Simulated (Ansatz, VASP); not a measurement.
BaTe in VASP and in Ansatz

```
Ba Te
1.0
     0.00000    3.21951    3.21951
     3.21951    0.00000    3.21951
     3.21951    3.21951    0.00000
Ba Te
1 1
Direct
  0.00000 0.00000 0.00000
  0.50000 0.50000 0.50000
```

Alike in both runs: task relaxation of cell and atoms; functional PBE; k mesh 9 × 9 × 9; occupations fermi-dirac, width 0.03 eV; no spin polarisation.

|  | VASP | Ansatz |
| --- | --- | --- |
| version | VASP 6.6.1 | Ansatz 0.2.0 |
| potentials or method | VASP PAW PBE potentials, release 64 (Ba_sv, Te) | PAW with Ansatz's default frozen-core files, scalar-relativistic |
| plane-wave cutoff (eV) | 600 | 420 |
| valence electrons in the cell | 16 | 26 |

|  | VASP | Ansatz | Ansatz less VASP |
| --- | --- | --- | --- |
| relaxed volume (Å³/atom) | 44.52 | 44.06 | -0.463 |
| relaxed cell length with the largest relative difference (Å) | 5.012 | 4.995 | -0.0174 |
| energy change over the relaxation (meV/atom) | -413 | -380 | +33.2 |

The two sets of potentials don't hold the same shells in valence.

Caveats: the volume moved by over 15 % at a fixed basis, so the end points are rough (VASP). A k mesh can miss the band edges.
